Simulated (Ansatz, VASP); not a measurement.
# BN in VASP and in Ansatz

The input INCAR:

```
SYSTEM = BN
PREC = Accurate ; ENCUT = 600
EDIFF = 1E-6 ; ISMEAR = 0
SIGMA = 0.02 ; LREAL = .False.
LASPH = .True. ; NELM = 80
ALGO = Normal ; ISIF = 4
LWAVE = .False. ; LCHARG = .False.
GGA = PE ; IBRION = 2
NSW = 50 ; EDIFFG = -0.01
```

KPOINTS

```
regular mesh
0
Gamma
  12 12 6
  0 0 0
```

Contents of POSCAR:

```
BN
1.0
    2.6370778614      0.0000000000      0.0000000000
   -1.3185389307      2.2837764197      0.0000000000
    0.0000000000      0.0000000000      4.3607645303
B N
2 2
Direct
    0.6666666667      0.3333333333      1.0000722743
    0.3333333333      0.6666666667      0.5000722743
    0.6666666667      0.3333333333      0.6249277257
    0.3333333333      0.6666666667      0.1249277257
```

Input for Ansatz:

```yaml
crystal:
  lattice:
    - [2.6370778614, 0.0, 0.0]
    - [-1.3185389307, 2.2837764197, 0.0]
    - [0.0, 0.0, 4.3607645303]
  atoms:
    - { symbol: B, position: [0.6666666667, 0.3333333333, 1.0000722743] }
    - { symbol: B, position: [0.3333333333, 0.6666666667, 0.5000722743] }
    - { symbol: "N", position: [0.6666666667, 0.3333333333, 0.6249277257] }
    - { symbol: "N", position: [0.3333333333, 0.6666666667, 0.1249277257] }
basis:
  ecutwfc: 420
kpoints:
  mp_grid: { grid: [12, 12, 6] }
hamiltonian:
  xc: pbe
scf:
  occupations: { method: gaussian, width: 0.02 }
output:
  forces: true
  stress: true
  eigenvalues: true
relax:
  adjacent_minimum: "off"
  f_tol: 0.01
  max_steps: 30
  cell: { stress_tol: 0.1, fix: [volume] }
```

Alike in both runs: task relaxation of shape and atoms at fixed volume; functional PBE; k mesh 12 × 12 × 6; occupations gaussian, width 0.02 eV; no spin polarisation.

|  | VASP | Ansatz |
| --- | --- | --- |
| version | VASP 6.6.1 | Ansatz 0.2.0 |
| potentials or method | VASP PAW PBE potentials, release 64 (B, N) | scalar-relativistic, plane waves, PAW |
| plane-wave cutoff (eV) | 600 | 420 |
| valence electrons in the cell | 16 | 16 |

Ansatz gave:

| Property | Result |
| --- | --- |
| gap on the k mesh at the Fermi level, each at its own relaxed structure (eV) | 5.40 |
| relaxed volume (Å³/atom) | 6.57 |
| relaxed cell length with the largest relative difference (Å) | 4.361 |

**Question.** What did VASP give for the same quantities?

**Answer.** gap on the k mesh at the Fermi level, each at its own relaxed structure (eV): 5.38; relaxed volume (Å³/atom): 6.57; relaxed cell length with the largest relative difference (Å): 4.360.

Caveats: a pressure of tens of GPa on the cell as given is suspect, and the run, the potentials or the cell itself is likely at fault (VASP). A k mesh can miss the band edges.
